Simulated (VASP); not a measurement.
A VASP 6.6.1 single-point calculation on LiF

INCAR

```
EDIFF = 1E-7
LCHARG = .FALSE.
LREAL = .FALSE.
SIGMA = 0.02
MAGMOM = -1 1
ISPIN = 2
LWAVE = .FALSE.
METAGGA = M06L
IBRION = -1
LASPH = .TRUE.
NSW = 0
PREC = Low
ENCUT = 520
NBANDS = 12
NELM = 120
ISIF = 2
ISMEAR = -1
```

KPOINTS

```
KPOINTS created by Atomic Simulation Environment
0
Gamma
10 10 10
0 0 0
```

POSCAR

```
Li F
 1.0000000000000000
     0.0373568784000000    1.9923311812000000    1.9923311812000000
     1.9923311812000000    0.0373568784000000    1.9923311812000000
     1.9923311812000000    1.9923311812000000    0.0373568784000000
 Li  F
   1   1
Cartesian
  0.0000000000000000  0.0000000000000000  0.0000000000000000
  2.0110096203999999  2.0110096203999999  2.0110096203999999
```

The recommended PBE PAW datasets give the neutral cell 10 valence electrons.

Command

```
mpirun -np 1 vasp_std
```

OSZICAR

```
N       E                     dE             d eps       ncg     rms          rms(c)
DAV:   1    -0.620257827660E+14   -0.62026E+14   -0.43397E+14  7708   0.475E+12
DAV:   2    -0.780576838750E+14   -0.16032E+14   -0.15679E+14  5764   0.238E+13
DAV:   3    -0.806976539006E+14   -0.26400E+13   -0.25529E+13 10928   0.724E+12
DAV:   4    -0.808939444446E+14   -0.19629E+12   -0.19863E+12  9068   0.155E+12
DAV:   5    -0.809374355641E+14   -0.43491E+11   -0.20941E+11  9568   0.442E+11    0.109E+02
DAV:   6    -0.751502877134E+13    0.73422E+14   -0.30615E+04  8032   0.946E+02    0.111E+02
DAV:   7     0.712268936897E+02    0.75150E+13   -0.12769E+04  8800   0.911E+02    0.587E+01
DAV:   8    -0.929052057871E+05   -0.92976E+05   -0.55941E+05  9584   0.140E+03    0.924E+01
DAV:   9    -0.966313475402E+14   -0.96631E+14   -0.17843E+04  8344   0.108E+03    0.935E+01
DAV:  10    -0.329918279299E+16   -0.32026E+16   -0.19823E+04  8084   0.108E+03    0.839E+01
...
DAV: 112    -0.719540674978E+16   -0.35981E+16   -0.28843E+04  8628   0.105E+03    0.112E+02
DAV: 113    -0.555325402475E+16    0.16422E+16   -0.29248E+04 11108   0.100E+03    0.128E+02
DAV: 114    -0.196935174455E+16    0.35839E+16   -0.20707E+04 10312   0.113E+03    0.120E+02
DAV: 115    -0.856167689648E+16   -0.65923E+16   -0.31082E+04  7796   0.110E+04    0.130E+02
DAV: 116    -0.787158932320E+16    0.69009E+15   -0.22811E+04  9476   0.101E+03    0.115E+02
DAV: 117    -0.656448195614E+16    0.13071E+16   -0.37727E+05  8352   0.391E+05    0.140E+02
DAV: 118    -0.890673924175E+16   -0.23423E+16   -0.19870E+04  9344   0.104E+03    0.106E+02
DAV: 119    -0.446023992310E+16    0.44465E+16   -0.41340E+05  8352   0.528E+05    0.130E+02
DAV: 120    -0.157408838151E+17   -0.11281E+17   -0.22111E+04  9160   0.107E+03
   1 F= -.15740884E+17 E0= -.15740884E+17  d E =0.000000E+00  mag=     7.5839
```

Standard output (part)

```
...
 the old and the new charge density differ
    0.915E+01
 the old and the new charge density differ
    0.970E+01
 the old and the new charge density differ
 old charge density:    10.00099 new    9.99301
    0.103E+02
 the old and the new charge density differ
 old charge density:     9.99301 new    9.99996
    0.739E+01
 the old and the new charge density differ
    0.102E+02
 the old and the new charge density differ
 old charge density:    10.00200 new   10.01000
    0.851E+01
 the old and the new charge density differ
 old charge density:    10.01000 new    9.99700
    0.829E+01
 the old and the new charge density differ
 old charge density:     9.99700 new    9.99663
    0.929E+01
 the old and the new charge density differ
 old charge density:     9.99663 new    9.99900
    0.965E+01
 the old and the new charge density differ
    0.102E+02
 the old and the new charge density differ
    0.953E+01
 the old and the new charge density differ
 old charge density:     9.99000 new    9.98900
    0.106E+02
 the old and the new charge density differ
 old charge density:     9.98900 new    9.99991
    0.583E+01
 the old and the new charge density differ
 old charge density:     9.99991 new    9.99003
    0.101E+02
 the old and the new charge density differ
 old charge density:     9.99003 new    9.99300
    0.921E+01
 the old and the new charge density differ
    0.102E+02
 the old and the new charge density differ
 old charge density:     9.99999 new    9.99505
    0.926E+01
 the old and the new charge density differ
 old charge density:     9.99505 new   10.00100
    0.907E+01
 the old and the new charge density differ
 old charge density:    10.00100 new   10.00700
    0.103E+02
 the old and the new charge density differ
 old charge density:    10.00700 new    9.99999
    0.638E+01
 the old and the new charge density differ
 old charge density:     9.99999 new   10.00500
    0.103E+02
 the old and the new charge density differ
 old charge density:    10
```

VASP stopped with an error.

The run took about 6 min on one core of a shared host (Intel Xeon Platinum 8488C) and held 0.15 GiB at most.
